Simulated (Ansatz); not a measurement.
# BaTiO3 (P1) in Ansatz: single point with PBE

Aim: the single point of BaTiO3 with PBE.

Everything below comes from runs of Ansatz 0.2.0. Logs are shortened: lines on timing, memory, paths and dates and some standing lists are left out, and cuts for length are marked.

## (1) The structure

The typed cell holds 10 atoms: a = 4.000 Å, b = 4.000 Å, c = 8.036 Å, α = 90.00°, β = 90.00°, γ = 90.00°.

## (2) Single point, PBE

The input, input.yaml:

```yaml
crystal:
  lattice:
    - [3.9998, 0.0, 0.0]
    - [0.0, 3.9998, 0.0]
    - [0.0, 0.0, 8.036]
  atoms:
    - { symbol: Ba, position: [0.99933387, 0.00148967, 0.00205798] }
    - { symbol: Ba, position: [0.00066613, 0.99851033, 0.49794202] }
    - { symbol: Ti, position: [0.48935347, 0.49786156, 0.23992239] }
    - { symbol: Ti, position: [0.51064653, 0.50213844, 0.74207761] }
    - { symbol: O, position: [0.50279005, 0.50209599, 0.01077264] }
    - { symbol: O, position: [0.49720995, 0.49790401, 0.50522736] }
    - { symbol: O, position: [0.50567457, 0.00167772, 0.25809841] }
    - { symbol: O, position: [0.49432543, 0.99832228, 0.75690159] }
    - { symbol: O, position: [0.00776503, 0.499712, 0.26264036] }
    - { symbol: O, position: [0.99223497, 0.500288, 0.75235964] }
hamiltonian:
  xc: pbe
  pseudopotentials: { kind: paw }
kpoints:
  mp_grid: { grid: [9, 9, 5] }
scf:
  occupations: { method: fermi_dirac, width: 0.05 }
output:
  forces: true
  stress: true
  eigenvalues: true
```

Potentials or basis: Ansatz PAW.

Command:

```console
$ ansatz run input.yaml --threads 4 --pin off --max-ram 11264MiB --backend cpu --events-out ev --progress --plain --runs-dir out
```

The log of the run:

```text
Warning: RAYON_NUM_THREADS=4 ignored (pool sized by the plan → 4); use --threads N
Engine: ansatz 0.2.0, aarch64-unknown-linux-gnu
Pseudopotentials: kind: paw
Pseudopotential: Ba, paw, valence charge 10, recommended cutoff 420 eV (normal), Ba.paw.azcp
Pseudopotential: Ti, paw, valence charge 12, recommended cutoff 420 eV (normal), Ti.paw.azcp
Pseudopotential: O, paw, valence charge 6, recommended cutoff 420 eV (normal), O.paw.azcp
Functional definition: PBE
  parameter kappa = 0.804
  parameter beta = 0.06672455060314922
  exchange = pbe_x(kappa = kappa, mu = beta*pi^2/3)
  correlation = pbe_c(beta = beta)
Crystal: 10 atoms, lattice volume = 128.563 Å³
Basis set: ecut = 420 eV, 2475 PW (Γ), exchange–correlation on 54×54×108 points (8 copies of the dense FFT grid, shifted against one another)
Bands: 50, of which v1, the nominal top of the filled ones, is band 40 counted from 1 (39 counted from 0)
Symmetry: 1 space group operations
Space group: P1 (ITA 1), of the structure as read, at distance tolerance 5.0e-5 Å
k-points: 203 of 405 (time reversal used)
Non-local potential: Ba, projectors of the file, l = 0: 3, l = 1: 2, l = 2: 2, l = 3: 2
Non-local potential: Ti, projectors of the file, l = 0: 3, l = 1: 2, l = 2: 3, l = 3: 1
Non-local potential: O, projectors of the file, l = 0: 2, l = 1: 2, l = 2: 1
PAW form: soft (Blöchl's): semilocal exchange-correlation on the pseudo side does not see the compensation charge
PAW one-centre angular grid: Ba, 194 points (default); XC on 64 Gauss nodes
PAW one-centre angular grid: Ti, 590 points (default); XC on 64 Gauss nodes
PAW one-centre angular grid: O, 110 points (default); XC on 64 Gauss nodes
Initial density: superposition of atomic densities (neutral atoms: chi_scale 0, normalization atom), corrected by the library's trained network
Initial wavefunctions: pseudopotential atomic-orbital guess
Functional: x = pbe(κ = 0.804, μ = 0.2195149727645171), c = pbe(β = 0.06672455060314922)
SCF iter   1: F=—  HF=-20319.120251 eV  |F-HF|=—  |Δ(HF+E_count)|=         —  Δρ=1.70e-3  dr2=3.15e-3  ethr=1.77e-3  ⟨swp⟩=7.1  Hψ=43623  notcnv=0  defer=1
preconditioner: auto → Resta (q_TF=auto, 2.521 Å⁻¹)  ε∞=5.8  [insulator: Δε(μ)=1.994 eV  Ē_g=11.934 eV  σ=0.050 eV  W_gap=1.00  n_scr=38 (ndim 8)  ℏωp=26.2 eV  f_vac=0.000  D(μ)=0.00/eV (n_scr^D=0)  ε∞_Penn≈5.8]
SCF iter   2: F=—  HF=-20319.119856 eV  |F-HF|=—  |Δ(HF+E_count)|=   3.95e-4  Δρ=8.13e-4  dr2=6.85e-4  ethr=3.94e-6  ⟨swp⟩=2.0  Hψ=19642  notcnv=0  defer=2
SCF iter   3: F=—  HF=-20319.120141 eV  |F-HF|=—  |Δ(HF+E_count)|=   2.85e-4  Δρ=1.70e-4  dr2=5.82e-5  ethr=8.56e-7  ⟨swp⟩=2.5  Hψ=13874  notcnv=0
automatic band count: iteration 3 solves 49 bands in place of 50: the levels show a gap, and the empty bands left out lie too high to hold charge; the band table lists the bands solved (type scf.n_extra_bands for more)
SCF iter   4: F=—  HF=-20319.119104 eV  |F-HF|=—  |Δ(HF+E_count)|=   1.04e-3  Δρ=7.13e-5  dr2=1.14e-5  ethr=7.28e-8  ⟨swp⟩=2.1  Hψ=17503  notcnv=0
SCF iter   5: F=—  HF=-20319.119103 eV  |F-HF|=—  |Δ(HF+E_count)|=   1.65e-6  Δρ=2.14e-5  dr2=5.88e-7  ethr=1.43e-8  ⟨swp⟩=2.7  Hψ=16197  notcnv=0
SCF iter   6: F=-20319.119103 eV  HF=-20319.119103 eV  |F-HF|=1.93e-9  |Δ(HF+E_count)|=   7.24e-8  Δρ=4.49e-6  dr2=2.10e-8  ethr=1.25e-10  ⟨swp⟩=9.2  Hψ=47154  notcnv=0
SCF 1 converged in 6 iterations: F = -20319.119103 eV  dr2 = 2.10e-8
SCF converged after 6 iterations
Free energy (F): -20319.119103 eV
Harris-Foulkes:  -20319.119103 eV  (|F-HF|=1.93e-9)
Internal energy: -20319.119103 eV  (E = F + TS)
E sigma→0 (E₀):  -20319.119103 eV
Fermi energy:    11.312532 eV
--- Per-component energies (eV) ---
  E_band       = -281.942755
  E_kinetic    = 1941.293359
  E_local      = -4213.041083  (includes V_loc(G=0)·N_el)
  E_nonlocal   = 407.385677
  E_hartree    = 1646.701533
  E_xc         = -983.241439
  E_vxc        = -1092.682858  (∫ρ·V_xc dr)
  E_paw        = -13489.368375  (= ΣΔE_a)
  E_vpaw       = -618.315296  (= ΣTr[D̂ρ^β])
  E_aug_tail   = 0.014815  (compensation charges beyond the density's cutoff)
  E_ewald      = -5628.863590
  E_smearing   = -0.000000  (= −TS)
  E_closure    = 0.000000  (closes the sum)
  Σ components = -20319.119103   (vs F -20319.119103, Δ=0.00e0)
--- Forces (eV/Å), atoms counted from 1 ---
  atom   1  Ba    -0.02012887    -0.03397446    -0.20778518
  atom   2  Ba     0.01453864     0.03512706     0.03585472
  atom   3  Ti    -0.06476316    -0.02093486     0.96156247
  atom   4  Ti     0.07619337     0.02110151    -0.75310358
  atom   5  O     -0.06698254    -0.04594416    -0.32548016
  atom   6  O      0.09815870     0.05563455     0.90793036
  atom   7  O     -0.02536984    -0.00666861    -0.36151428
  atom   8  O      0.01949155    -0.00032286     0.06273600
  atom   9  O      0.07432669     0.02707544    -0.59085620
  atom  10  O     -0.10548436    -0.03109603     0.27070182
  max |Σ_I F_I| component: 4.60e-5 eV/Å
--- Stress (GPa, compression-positive) ---
        2.941936       0.015315       0.071185
        0.015315       2.314041      -0.003551
        0.071185      -0.003551       3.997654
  P = ⅓ Tr σ = 3.0845 GPa (30.845 kbar)
--- Band table (eV; the first three rows and the last of 203) ---
  k-point 0: bands = ["-46.1858", "-46.0982", "-22.4672", "-22.4195", "-22.4069", "-22.4056", "-22.3340", "-22.3218", "-14.4917", "-14.1667", "-6.7581", "-6.5785", "-5.9945", "-5.8599", "-5.8141", "-5.6014", "0.3262", "0.3324", "0.3785", "0.6679", "0.6712", "0.8926", "6.2729", "7.5469", "7.5566", "8.0107", "8.0164", "8.0245", "8.2835", "8.3252", "8.3627", "8.4286", "9.0350", "9.0576", "9.1491", "9.5718", "9.6152", "9.9749", "9.9893", "10.0167", "12.2632", "12.3681", "12.4941", "12.4977", "13.9771", "14.0089", "14.3941", "14.4871", "14.5305"]
  k-point 1: bands = ["-46.1858", "-46.0982", "-22.4635", "-22.4195", "-22.4102", "-22.4061", "-22.3340", "-22.3218", "-14.4882", "-14.1707", "-6.7278", "-6.5731", "-6.0088", "-5.8584", "-5.8159", "-5.6315", "0.3325", "0.3391", "0.4110", "0.6602", "0.6635", "0.8609", "6.4251", "7.6040", "7.6119", "7.8494", "7.9846", "7.9883", "8.3104", "8.3456", "8.4307", "8.5304", "8.9427", "8.9585", "9.0687", "9.6021", "9.6467", "9.7740", "9.9342", "9.9766", "12.2750", "12.3773", "12.6383", "12.6541", "13.8481", "13.8812", "14.3945", "14.4891", "14.7817"]
  k-point 2: bands = ["-46.1858", "-46.0982", "-22.4559", "-22.4195", "-22.4178", "-22.4061", "-22.3340", "-22.3218", "-14.4825", "-14.1774", "-6.6594", "-6.5823", "-6.0284", "-5.8554", "-5.8192", "-5.6850", "0.3432", "0.3502", "0.4772", "0.6472", "0.6500", "0.7967", "6.8201", "7.4175", "7.7439", "7.7520", "7.8975", "7.9004", "8.3748", "8.3965", "8.5888", "8.7682", "8.7776", "8.8321", "8.8968", "9.3096", "9.6795", "9.7211", "9.8403", "9.8931", "12.3029", "12.3553", "13.0182", "13.0246", "13.5119", "13.5579", "14.3949", "14.4890", "15.3184"]
  k-point 202: bands = ["-46.1848", "-46.0973", "-22.4693", "-22.4597", "-22.4102", "-22.4075", "-22.3833", "-22.3258", "-14.3799", "-14.0678", "-6.7124", "-6.2113", "-5.9438", "-5.7932", "-5.7293", "-5.6462", "0.2591", "0.2702", "0.4152", "0.6744", "0.7308", "0.8133", "6.1499", "6.3840", "6.5296", "6.6404", "7.4064", "7.5399", "7.6187", "7.6591", "7.7990", "8.0286", "8.4126", "8.8883", "8.9761", "9.2030", "9.3798", "9.4360", "9.5087", "10.0980", "12.8211", "13.8605", "13.8920", "13.9146", "13.9483", "14.2624", "14.9212", "15.6047", "16.4603"]
```

It took 30 s on 4 threads of Arm Neoverse V2, shared host; peak memory 1.1 GiB.

What came out:

* Free energy: -20319.1191 eV
* Pressure: 3.1 GPa
* Largest force: 0.964 eV/Å
* Band gap on the k mesh: 2.02 eV

Forces on the atoms (eV/Å):
```
Ba  -0.020 -0.034 -0.208
Ba   0.015  0.035  0.036
Ti  -0.065 -0.021  0.962
Ti   0.076  0.021 -0.753
O   -0.067 -0.046 -0.325
O    0.098  0.056  0.908
O   -0.025 -0.007 -0.362
O    0.019  0.000  0.063
O    0.074  0.027 -0.591
O   -0.105 -0.031  0.271
```

Stress tensor (GPa, compression positive):
```
2.94 0.02 0.07
0.02 2.31 0.00
0.07 0.00 4.00
```

Caveat: odd divisions of the mesh miss points on the zone boundary, where band edges often lie, so the gap on the mesh can be too wide; the pressure holds a Pulay correction of +0.5 GPa for the finite cutoff; spin-orbit coupling is left out, which moves the levels of the heavy elements.
